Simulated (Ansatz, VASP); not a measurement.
One calculation of Al, two programs

File POSCAR:

```
Al
1.0
   -1.5946283023      1.5946283023      1.5946283023
    1.5946283023     -1.5946283023      1.5946283023
    1.5946283023      1.5946283023     -1.5946283023
Al
1
Direct
    0.0000000000      0.0000000000      0.0000000000
```

Contents of INCAR.step1:

```
SYSTEM = Al
  PREC = Accurate
  ENCUT = 520
  ISMEAR = 0
  SIGMA = 0.05
  LREAL = .FALSE.
  LASPH = .TRUE.
  NELM = 80
  NBANDS = 8
  GGA = PE
  ALGO = Normal
  EDIFF = 1E-4
  LWAVE = .TRUE.
  LCHARG = .FALSE.
```

The input INCAR.step2:

```
SYSTEM = Al
  PREC = Accurate
  ENCUT = 520
  EDIFF = 1E-7
  ISMEAR = 0
  SIGMA = 0.05
  LREAL = .FALSE.
  LASPH = .TRUE.
  NELM = 80
  ALGO = Normal
  ISIF = 2
  LWAVE = .FALSE.
  LCHARG = .FALSE.
  METAGGA = R2SCAN
  LMIXTAU = .TRUE.
  NBANDS = 8
  ISTART = 1
```

Contents of KPOINTS:

```
Automatic mesh
0
G
  18 18 18
  0 0 0
```

Input for Ansatz:

```yaml
crystal:
  lattice:
    - [-1.5946283023, 1.5946283023, 1.5946283023]
    - [1.5946283023, -1.5946283023, 1.5946283023]
    - [1.5946283023, 1.5946283023, -1.5946283023]
  atoms:
    - { symbol: Al, position: [0.0, 0.0, 0.0] }
basis:
  ecutwfc: 500
  ecutrho_ratio: 4
kpoints:
  mp_grid: { grid: [18, 18, 18] }
hamiltonian:
  xc: r2scan
scf:
  occupations: { method: gaussian, width: 0.05 }
output:
  forces: true
  stress: true
  eigenvalues: true
```

Alike in both runs: task single point; functional r2SCAN; k mesh 18 × 18 × 18; occupations gaussian, width 0.05 eV; no spin polarisation.

```csv
,VASP,Ansatz
version,VASP 6.6.1,Ansatz 0.2.0
potentials or method,"VASP PAW PBE potentials, release 64 (Al)","scalar-relativistic, plane waves, PAW"
plane-wave cutoff (eV),520,500
valence electrons in the cell,3,3
```

```csv
,VASP,Ansatz,Ansatz less VASP
gap on the k mesh at the Fermi level (eV),none,none,-
pressure (GPa),-0.4,-0.1,+0.31
```

A gap of «none» marks a metal or a gap that the smearing closes. The functional is the same, so the differences come from potentials, cutoffs and numerics.

Caveats: the PAW data sets were made with another functional, which shifts forces and pressure a little (VASP).
